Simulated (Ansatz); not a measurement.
# MgSe: projected DOS by orbital

```yaml
crystal:
  lattice:
    - [0.00000, 2.75410, 2.75410]
    - [2.75410, 0.00000, 2.75410]
    - [2.75410, 2.75410, 0.00000]
  atoms:
    - { symbol: Mg, position: [0.00000, 0.00000, 0.00000] }
    - { symbol: Se, position: [0.50000, 0.50000, 0.50000] }
```

Atom numbers follow the list: Mg1, Se2.

The cell was built from the rocksalt type and relaxed in the same program, and has space group Fm-3m; it needn't be a known or the stable phase.

These are results of DFT, PBE, all-electron LAPW, scalar-relativistic in Ansatz 0.2.0, not measurements.

Numerical set-up: a Γ-centred 11×11×11 k mesh, Fermi–Dirac smearing of 0.03 eV, basis error target 0.25 meV/atom, no spin polarisation.

States per eV for one atom of each kind, in 0.4 eV bins named by their centres, from the valence-band top, projected on a minimal set of Löwdin-orthogonalised atomic shells; orbitals are real harmonics on the Cartesian axes, equal curves share a column, and empty bins are left out, as is all above 5.8 eV, near the top of the computed bands.

Se2 4p:

```
# E all pz=px=py
-12.2 0.01 0.00
-11.8 0.02 0.01
-11.4 0.01 0.00
-4.6 0.25 0.08
-4.2 0.73 0.24
-3.8 1.89 0.63
-3.4 0.48 0.16
-3.0 0.69 0.23
-2.6 0.88 0.29
-2.2 1.03 0.34
-1.8 1.57 0.52
-1.4 1.79 0.60
-1.0 1.86 0.62
-0.6 1.61 0.54
-0.2 0.57 0.19
2.2 0.01 0.00
2.6 0.02 0.01
3.0 0.04 0.01
3.4 0.07 0.02
3.8 0.11 0.04
4.2 0.23 0.08
4.6 0.13 0.04
5.0 0.04 0.01
5.4 0.04 0.01
```

Mg1 3s:

```
# E all
-12.6 0.10
-12.2 0.16
-11.8 0.14
-11.4 0.03
-4.6 0.09
-4.2 0.21
-3.8 0.33
-3.4 0.09
-3.0 0.07
-2.6 0.05
-2.2 0.06
-1.8 0.06
-1.4 0.04
-1.0 0.01
1.8 0.01
2.2 0.09
2.6 0.15
3.0 0.22
3.4 0.28
3.8 0.36
4.2 0.65
4.6 0.35
5.0 0.08
5.4 0.07
```

Se2 4s:

```
# E all
-12.6 0.22
-12.2 0.65
-11.8 2.14
-11.4 1.49
-4.2 0.02
-3.8 0.06
-3.4 0.04
-3.0 0.03
-2.6 0.02
-2.2 0.02
-1.8 0.01
-1.4 0.01
2.6 0.01
3.0 0.02
3.4 0.02
3.8 0.03
4.2 0.07
4.6 0.05
5.0 0.01
```
